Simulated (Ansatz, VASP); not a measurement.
This is a calculation of In for Ansatz 0.2.0.

input.yaml

```yaml
crystal:
  lattice:
    - [3.335484782, 0.0, 0.0]
    - [-1.667742391, 2.8886145552, 0.0]
    - [0.0, 0.0, 5.50914292]
  atoms:
    - { symbol: In, position: [0.6666666667, 0.3333333333, 0.75] }
    - { symbol: In, position: [0.3333333333, 0.6666666667, 0.25] }
hamiltonian:
  xc: pbe
  pseudopotentials: { kind: paw }
kpoints:
  mp_grid: { grid: [9, 9, 5] }
scf:
  occupations: { method: gaussian, width: 0.1 }
output:
  forces: true
  stress: true
  eigenvalues: true
```

Potentials or basis: Ansatz PAW.

Run with:

```console
$ ansatz run input.yaml --threads 2 --pin off --max-ram 5632MiB --backend cpu --events-out ev --progress --plain --runs-dir out
```

Task: Translate it to VASP 6.6.1. Potentials there: VASP PAW PBE potentials, release 64 (In).

Result: As run (the cutoff follows the program's own potentials):

The input run.py:

```python
from ase.calculators.vasp import Vasp
from ase.dft.bandgap import bandgap
from ase.io import read

atoms = read('POSCAR')
calc = Vasp(
    directory='calc',
    xc='pbe',
    pp='PBE',
    setups='minimal',
    prec='Accurate',
    encut=500,
    ediff=1e-06,
    ismear=0,
    sigma=0.1,
    lreal=False,
    lasph=True,
    nelm=80,
    algo='Normal',
    isif=2,
    lwave=False,
    lcharg=False,
    kpts=[9, 9, 5],
    gamma=True,
)
atoms.calc = calc

print('energy (eV):', atoms.get_potential_energy())
print('free energy (eV):', atoms.get_potential_energy(force_consistent=True))
print('forces (eV/A):')
print(atoms.get_forces())
print('stress (eV/A^3, Voigt):', atoms.get_stress())
print('Fermi level (eV):', calc.get_fermi_level())
gap, top, bottom = bandgap(calc)
print('band gap (eV):', gap, 'from (spin, k, band)', top, 'to', bottom)
```

POSCAR

```
In
1.0
    3.3354847820      0.0000000000      0.0000000000
   -1.6677423910      2.8886145552      0.0000000000
    0.0000000000      0.0000000000      5.5091429200
In
2
Direct
    0.6666666667      0.3333333333      0.7500000000
    0.3333333333      0.6666666667      0.2500000000
```

Potentials or basis: VASP PAW PBE potentials, release 64 (In).

The run is started by

```sh
$ python run.py
```

Both were run:

|  | VASP | Ansatz | Ansatz less VASP |
| --- | --- | --- | --- |
| gap on the k mesh at the Fermi level (eV) | none | none | - |
| pressure (GPa) | 1.6 | 1.5 | -0.11 |
| largest component of the traceless stress (GPa) | 0.44 | 0.36 | -0.083 |

A gap of «none» marks a metal or a gap that the smearing closes. The two sets of potentials don't hold the same shells in valence.
